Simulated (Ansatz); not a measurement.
**CsI under changes of volume**

One of the cells (47.619 Å³/atom); the others are scaled copies at fixed shape and fractional positions:

```
CELL_PARAMETERS angstrom
4.56670 0.00000 0.00000
0.00000 4.56670 0.00000
0.00000 0.00000 4.56670
ATOMIC_POSITIONS crystal
Cs 0.00000 0.00000 0.00000
I 0.50000 0.50000 0.50000
```

```yaml
Program: Ansatz 0.2.0
Functional: PBE
Potentials_or_basis: Ansatz PAW earlier set
Cutoff: "520 eV (not typed: the program's choice for these potentials)"
k_mesh: 6 × 6 × 6
Occupations: fermi-dirac, width 0.05 eV
Spin: no spin polarisation
```

```tsv
volume (Å³/atom)	energy over the lowest point (meV/atom)	pressure (GPa)	gap on the mesh (eV)
44.762	?	?	?
45.714	19.48	1.4	4.03
46.666	12.33	1.0	3.96
47.619	7.00	0.8	3.89
48.571	3.28	0.5	3.82
49.523	1.00	0.3	3.76
50.476	0.00	0.1	3.71
```

Task: What does the run at 44.762 Å³/atom give?

Result: Energy over the lowest point 28.65 meV/atom; pressure 1.7 GPa; gap on the mesh 4.09 eV.

Worked out: A Birch-Murnaghan fit of order 3 (a polynomial in V^(-2/3)) to the other rows has its minimum at 50.83 Å³/atom, just outside them, with B0 = V·E''(V) = 9.8 GPa and B' = 5.2. It gives 28.67 meV/atom at 44.762 Å³/atom, against the run's 28.65, and -dE/dV = 1.7 GPa, against 1.7. A straight line through the other rows of the gap, of slope -3.28 eV per unit of ln V, extrapolates to 4.09 eV, against the run's 4.09.

Energies are extrapolated to zero smearing.

Caveats: spin-orbit coupling is left out, which moves the levels of the heavy elements.

A mesh can miss the band edges.
